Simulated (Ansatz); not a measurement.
# Phases of HgTe at 10 GPa

Structure types of HgTe are relaxed in primitive cells with their symmetry kept at 10 GPa, on PAW files; LAPW relaxes the small cells further and takes the PAW cell for the others (marked *). The enthalpy is E + pV at zero temperature, without zero-point motion. Only the types listed were tried, and differences under about 5 meV/atom are mesh noise. The real phase may be another.

Computed with Ansatz 0.2.0; functional PBE, scalar-relativistic. Settings: Fermi–Dirac smearing of 0.05 eV, no spin polarisation. Methods: LAPW: all electrons, basis error target 0.5 meV/atom; PAW: frozen-core files, cutoff 420 eV.

k meshes: rocksalt 12×12×12, CsCl 12×12×12, zincblende 11×11×11, wurtzite 9×9×5, NiAs 9×9×5.

Spin–orbit coupling is left out, which matters for the heavy atoms.

Task: Which type is lowest in enthalpy, and by how much?

Result: rocksalt, 68 meV/atom below NiAs. The whole table:

| start type | ends as | a, b, c (Å) | V (Å³/atom) | H − H(lowest), LAPW (meV/atom) | same, PAW |
| --- | --- | --- | --- | --- | --- |
| rocksalt | rocksalt, Fm-3m | 5.852, 5.852, 5.852 | 25.05 | 0.0 | 0.0 |
| CsCl | CsCl, Pm-3m | 3.622, 3.622, 3.622 | 23.75 | 178.8 | 178.9 |
| zincblende | zincblende, F-43m | 6.258, 6.258, 6.258 | 30.64 | 249.9 | 249.8 |
| wurtzite* | wurtzite, P6_3mc | 4.402, 4.402, 7.301 | 30.63 | 259.7 | 259.6 |
| NiAs* | NiAs, P6_3/mmc | 4.012, 4.012, 7.255 | 25.28 | 67.9 | 68.0 |

Task: Split the lead of rocksalt over NiAs into energy and pV.

Result: For NiAs less rocksalt: ΔE = +53.7 meV/atom, and p·ΔV = 10 GPa × +0.2273 Å³ × 6.242 meV/(GPa·Å³) = +14.2 meV/atom, together 67.9 meV/atom. rocksalt wins on both counts.
